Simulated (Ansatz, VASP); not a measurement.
**Two plane-wave programs on Zr**

```
Zr
1.0
     3.14397    0.00000    0.00000
    -1.57198    2.72275    0.00000
     0.00000    0.00000    5.08946
Zr
2
Direct
  0.33333 0.66667 0.25000
  0.66667 0.33333 0.75000
```

Alike in both runs: task single point; functional LDA; k mesh 12 × 12 × 6; occupations gaussian, width 0.1 eV; no spin polarisation.

```csv
,VASP,Ansatz
version,VASP 6.6.1,Ansatz 0.2.0
potentials or method,"VASP PAW LDA potentials, release 64 (Zr_sv)","plane waves (420 eV) with PAW, scalar-relativistic"
plane-wave cutoff (eV),520,420
valence electrons in the cell,24,24
```

```tsv
	VASP	Ansatz	Ansatz less VASP
pressure (GPa)	0.2	0.1	-0.09
largest component of the traceless stress (GPa)	0.37	0.40	+0.037
```

Ansatz warned: «pseudo_functional_mismatch».
